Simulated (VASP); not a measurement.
# SiSe2 (Ibam) in VASP: single point with PBE

Aim: the single point of SiSe2 with PBE.

All numbers are computed with VASP 6.6.1; they aren't measurements. Logs are shortened: lines on timing, memory, paths and dates and some standing lists are left out, and cuts for length are marked.

## Step 1: The structure

Symmetry: Ibam, No. 72, orthorhombic system. The conventional cell has a = 6.224 Å, b = 10.020 Å, c = 5.871 Å, α = 90.00°, β = 90.00°, γ = 90.00°. Around Si (site symmetry 222) lie 4 Se at 2.28 Å. Around Se (site symmetry m) lie 2 Si at 2.28 Å.

The cell is a database's computed one.

## Step 2: Single point, PBE

The input, INCAR:

```
SYSTEM = SiSe2
PREC = Accurate ; ENCUT = 520
EDIFF = 1E-6 ; ISMEAR = 0
SIGMA = 0.1 ; LREAL = .False.
LASPH = .True. ; NELM = 100
ALGO = Normal ; ISIF = 2
LWAVE = .False. ; LCHARG = .False.
GGA = PE ; NBANDS = 25
```

The input, KPOINTS:

```
Automatic mesh
0
Gamma
  4 4 4
  0 0 0
```

The input, POSCAR:

```
SiSe2
1.0
   -3.1120166800      5.0102210000      2.9354493600
    3.1120166800     -5.0102210000      2.9354493600
    3.1120166800      5.0102210000     -2.9354493600
Si Se
2 4
Direct
    0.7500000000      0.7500000000      0.0000000000
    0.2500000000      0.2500000000      0.0000000000
    0.1206518800      0.2032192100      0.3238710800
    0.8793481000      0.7967808200      0.6761289200
    0.3793481300      0.7032191800      0.0825673300
    0.6206519000      0.2967807900      0.9174326700
```

Potentials or basis: VASP PAW PBE potentials, release 64 (Si, Se).

Run with:

```sh
$ cat potpaw_PBE.64/Si/POTCAR potpaw_PBE.64/Se/POTCAR > POTCAR
$ mpirun -np 1 vasp_std > vasp.out
```

OUTCAR:

```text
SYSTEM = SiSe2
   PREC = Accurate
   ENCUT = 520
   EDIFF = 1E-6
   ISMEAR = 0
   LREAL = .False.
   LASPH = .True.
   NELM = 100
   ISIF = 2
   GGA = PE

 ion  position               nearest neighbor table
   1  0.750  0.750  0.000-   5 2.28   3 2.28   4 2.28   6 2.28   2 2.94   2 2.94
   2  0.250  0.250  0.000-   5 2.28   3 2.28   4 2.28   6 2.28   1 2.94   1 2.94
   3  0.121  0.203  0.324-   2 2.28   1 2.28
   4  0.879  0.797  0.676-   2 2.28   1 2.28
   5  0.379  0.703  0.083-   2 2.28   1 2.28
   6  0.621  0.297  0.917-   1 2.28   2 2.28

  LATTYP: Found a body centered orthorhombic cell.
 ALAT       =     5.8708987200
 B/A-ratio  =     1.0601500140
 C/A-ratio  =     1.7067986484

  Lattice vectors:

 A1 = (   3.1120166800,   5.0102210000,  -2.9354493600)
 A2 = (  -3.1120166800,   5.0102210000,   2.9354493600)
 A3 = (   3.1120166800,  -5.0102210000,   2.9354493600)

Analysis of symmetry for initial positions (statically):
=====================================================================
 Subroutine PRICEL returns:
 Original cell was already a primitive cell.

 Routine SETGRP: Setting up the symmetry group for a
 body centered orthorhombic supercell.

 Subroutine GETGRP returns: Found  8 space group operations
 (whereof  4 operations were pure point group operations)
 out of a pool of  8 trial point group operations.

The static configuration has the point symmetry C_2h.
 The point group associated with its full space group is D_2h.

Analysis of symmetry for dynamics (positions and initial velocities):
=====================================================================
 Subroutine PRICEL returns:
 Original cell was already a primitive cell.

 Routine SETGRP: Setting up the symmetry group for a
 body centered orthorhombic supercell.

 Subroutine GETGRP returns: Found  8 space group operations
 (whereof  4 operations were pure point group operations)
 out of a pool of  8 trial point group operations.

The dynamic configuration has the point symmetry C_2h.
 The point group associated with its full space group is D_2h.

 Subroutine INISYM returns: Found  8 space group operations
 (whereof  4 operations are pure point group operations),
 and found     1 'primitive' translations

----------------------------------------------------------------------------------------

                                     Primitive cell

  volume of cell :     183.0768

  direct lattice vectors                    reciprocal lattice vectors
    -3.112016680  5.010221000  2.935449360     0.000000000  0.099795997  0.170331673
     3.112016680 -5.010221000  2.935449360     0.160667519  0.000000000  0.170331673
     3.112016680  5.010221000 -2.935449360     0.160667519  0.099795997  0.000000000

  length of vectors
     6.588157954  6.588157954  6.588157954     0.197413575  0.234151512  0.189138290

  position of ions in fractional coordinates (direct lattice)
     0.750000000  0.750000000  0.000000000
     0.250000000  0.250000000  0.000000000
     0.120651880  0.203219210  0.323871080
     0.879348100  0.796780820  0.676128920
     0.379348130  0.703219180  0.082567330
     0.620651900  0.296780790  0.917432670

  ion indices of the primitive-cell ions
   primitive index   ion index
                 1           1
                 2           2
                 3           3
                 4           4
                 5           5
                 6           6

----------------------------------------------------------------------------------------

 KPOINTS: Automatic mesh

Automatic generation of k-mesh.
 Grid dimensions read from file:
 generate k-points for:    4    4    4

 Generating k-lattice:

  Cartesian coordinates                     Fractional coordinates (reciprocal lattice)
     0.000000000  0.024948999  0.042582918     0.250000000 -0.000000000  0.000000000
     0.040166880  0.000000000  0.042582918    -0.000000000  0.250000000  0.000000000
     0.040166880  0.024948999  0.000000000     0.000000000  0.000000000  0.250000000

  Length of vectors
     0.049353394  0.058537878  0.047284573

  Shift w.r.t. Gamma in fractional coordinates (k-lattice)
     0.000000000  0.000000000  0.000000000

 Subroutine IBZKPT returns following result:
 ===========================================

 Found     18 irreducible k-points:

 Following reciprocal coordinates:
            Coordinates               Weight
  0.000000  0.000000  0.000000      1.000000
  0.250000  0.000000  0.000000      4.000000
  0.500000  0.000000  0.000000      2.000000
 -0.000000  0.250000  0.000000      4.000000
  0.250000  0.250000  0.000000      8.000000
  0.500000  0.250000  0.000000      8.000000
[... 10 lines left out ...]
 -0.250000 -0.250000  0.250000      2.000000
  0.500000  0.500000  0.500000      1.000000
   k-points           NKPTS =     18   k-points in BZ     NKDIM =     18   number of bands    NBANDS=     25
   number of dos      NEDOS =    301   number of ions     NIONS =      6
   total plane-waves  NPLWV = 125000
   dimension x,y,z NGX =    50 NGY =   50 NGZ =   50
   dimension x,y,z NGXF=   100 NGYF=  100 NGZF=  100
   ions per type =               2   4
   NGX,Y,Z   is equivalent  to a cutoff of  12.62, 12.62, 12.62 a.u.
   NGXF,Y,Z  is equivalent  to a cutoff of  25.23, 25.23, 25.23 a.u.
 SYSTEM =  SiSe2
   PREC   = accura    normal or accurate (medium, high low for compatibility)
   ISTART =      0    job   : 0-new  1-cont  2-samecut
   ICHARG =      2    charge: 1-file 2-atom 10-const
   ISPIN  =      1    spin polarized calculation?
   LNONCOLLINEAR =      F non collinear calculations
   LSORBIT =      F    spin-orbit coupling
   LASPH  =      T    aspherical Exc in radial PAW
   ENCUT  =  520.0 eV  38.22 Ry    6.18 a.u.  12.25 12.25 12.25*2*pi/ulx,y,z
   NELM   =    100;   NELMIN=  2; NELMDL= -5     # of ELM steps
   EDIFF  = 0.1E-05   stopping-criterion for ELM
   LREAL  =      F    real-space projection
   EDIFFG = 0.1E-04   stopping-criterion for IOM
   NSW    =      0    number of steps for IOM
   IBRION =     -1    ionic relax: 0-MD 1-quasi-New 2-CG
   NFREE  =      0    steps in history (QN), initial steepest desc. (CG)
   ISIF   =      2    stress and relaxation
   ISYM   =      2    0-nonsym 1-usesym 2-fastsym
   POTIM  = 0.5000    time-step for ionic-motion
   TEBEG  =    0.0;   TEEND  =   0.0 temperature during run
   PSTRESS=    0.0 pullay stress
   NELECT =      32.0000    total number of electrons
   NUPDOWN=      -1.0000    fix difference up-down
   EMIN   =  10.00;   EMAX   =-10.00  energy-range for DOS
   EFERMI =   0.00;   METHOD = LEGACY
   ISMEAR =     0;   SIGMA  =   0.10  broadening in eV -4-tet -1-fermi 0-gaus
   EFERMI_NEDOS =   21; number of points for ismear=-14 and -15
   IALGO  =     38    algorithm
   IMIX   =      4    mixing-type and parameters
     AMIX     =   0.40;   BMIX     =  1.00
     AMIX_MAG =   1.60;   BMIX_MAG =  1.00
  volume/ion in A,a.u.               =      30.51       205.91
  Fermi-wavevector in a.u.,A,eV,Ry     =   0.915336  1.729734 11.399496  0.837839
  Thomas-Fermi vector in A             =   2.040065
   LORBIT       =      0    0 simple, 1 ext, 2 COOP (PROOUT), +10 PAW based schemes
   GGA     = PE    functional components
   LHFCALC =     F    Hartree Fock is set to
   AEXX    =    0.0000 exact exchange contribution
   IVDW    =     0    specifies the selected vdW correction
   LEPSILON=     F    determine dielectric tensor
   LRPA    =     F    only Hartree local field effects (RPA)
 non-spin polarized calculation
 Gauss-broadening in eV      SIGMA  =   0.10
  energy-cutoff  :      520.00
  volume of cell :      183.08
 maximum number of plane-waves:      4951
 NGX is ok and might be reduce to    50
   NGX = 25   NGY = 25   NGZ = 25

 number of electron      32.0000000 magnetization

 Free energy of the ion-electron system (eV)
  ---------------------------------------------------
  ext. energy  EPLUGINS =         0.00000000
  ---------------------------------------------------
  free energy    TOTEN  =       -27.53084806 eV

  energy without entropy =      -27.53084806  energy(sigma->0) =      -27.53084806

 E-fermi :   1.6877     XC(G=0):  -7.8111

 val. band max:        1.2204809052   @ k =  -0.2500   0.2500   0.2500
 cond. band min:       3.1960457104   @ k =   0.5000   0.5000   0.5000
 fundamental gap:      1.9755648052
 Fermi energy:         1.6877337612

 k-point     1 :       0.0000    0.0000    0.0000
  band No.  band energies     occupation
      1     -13.0974      2.00000
      2     -11.3647      2.00000
      3     -11.0093      2.00000
      4     -10.8641      2.00000
      5      -6.3321      2.00000
      6      -5.0651      2.00000
[... 17 lines left out ...]
     24       7.2203      0.00000
     25       7.6372      0.00000

 k-point     2 :       0.2500    0.0000    0.0000
  band No.  band energies     occupation
      1     -12.8936      2.00000
      2     -11.6872      2.00000
      3     -11.0230      2.00000
      4     -10.9202      2.00000
      5      -5.9867      2.00000
      6      -5.0276      2.00000
[... 17 lines left out ...]
     24       7.1456      0.00000
     25       7.8779      0.00000

 k-point     3 :       0.5000    0.0000    0.0000
  band No.  band energies     occupation
      1     -12.3459      2.00000
      2     -12.3459      2.00000
      3     -11.0058      2.00000
      4     -11.0058      2.00000
      5      -5.3010      2.00000
      6      -5.3010      2.00000
[... 384 lines left out ...]
 k-point    17 :      -0.2500   -0.2500    0.2500
  band No.  band energies     occupation
      1     -12.3986      2.00000
      2     -12.2879      2.00000
      3     -11.0656      2.00000
      4     -10.9519      2.00000
      5      -5.3846      2.00000
      6      -5.1972      2.00000
[... 17 lines left out ...]
     24       6.9396      0.00000
     25       8.5418      0.00000

 k-point    18 :       0.5000    0.5000    0.5000
  band No.  band energies     occupation
      1     -12.9471      2.00000
      2     -11.3699      2.00000
      3     -11.1500      2.00000
      4     -11.0600      2.00000
      5      -6.4497      2.00000
      6      -4.7348      2.00000
[... 17 lines left out ...]
     24       6.7937      0.00000
     25       7.7297      0.00000

------------------------ aborting loop because EDIFF is reached ----------------------------------------

  FORCE on cell =-STRESS in cart. coord.  units (eV):
  Direction    XX          YY          ZZ          XY          YZ          ZX
  --------------------------------------------------------------------------------------
  -------------------------------------------------------------------------------------
  Total        1.8334149      1.8035115      2.1755647      0.0000000      0.0000000      0.0000000
  in kB       16.0449343     15.7832386     19.0392218      0.0000000      0.0000000      0.0000000
  external PRESSURE =      16.9557982 kB  Pullay stress =       0.0000000 kB

 VOLUME and BASIS-vectors are now :
 -----------------------------------------------------------------------------
  energy-cutoff  :      520.00
  volume of cell :      183.08
      direct lattice vectors                 reciprocal lattice vectors
    -3.112016680  5.010221000  2.935449360     0.000000000  0.099795997  0.170331673
     3.112016680 -5.010221000  2.935449360     0.160667519  0.000000000  0.170331673
     3.112016680  5.010221000 -2.935449360     0.160667519  0.099795997  0.000000000

 POSITION                                       TOTAL-FORCE (eV/Angst)
 -----------------------------------------------------------------------------------
      0.00000      0.00000      4.40317         0.000000     -0.000000      0.000000
      0.00000      0.00000      1.46772         0.000000     -0.000000      0.000000
      1.26484      1.20899      0.00000         0.244239      0.220374      0.000000
      1.84717      3.80124      2.93545        -0.244239     -0.220374     -0.000000
      1.26484     -1.20898      2.93545         0.244239     -0.220374      0.000000
      1.84717      6.21921      0.00000        -0.244239      0.220374     -0.000000
 -----------------------------------------------------------------------------------
    total drift:                               -0.000028      0.000004     -0.000012

  FREE ENERGIE OF THE ION-ELECTRON SYSTEM (eV)
  ---------------------------------------------------
  free  energy   TOTEN  =       -27.5308480615 eV

  energy  without entropy=      -27.5308480615  energy(sigma->0) =      -27.53084806
```

Run time: 2.6 min. Hardware: 1 thread of AMD EPYC 7R43 (Zen 3), shared host; peak memory 0.31 GiB.

What came out:

```yaml
Free_energy: -27.5308 eV
Pressure: 1.7 GPa
Largest_force: 0.329 eV/Å
Band_gap_on_the_k_mesh: 1.98 eV, indirect (least direct gap 2.07 eV)
```

Forces on the atoms (eV/Å):
```
Si   0.000  0.000  0.000
Si   0.000  0.000  0.000
Se   0.244  0.220  0.000
Se  -0.244 -0.220  0.000
Se   0.244 -0.220  0.000
Se  -0.244  0.220  0.000
```
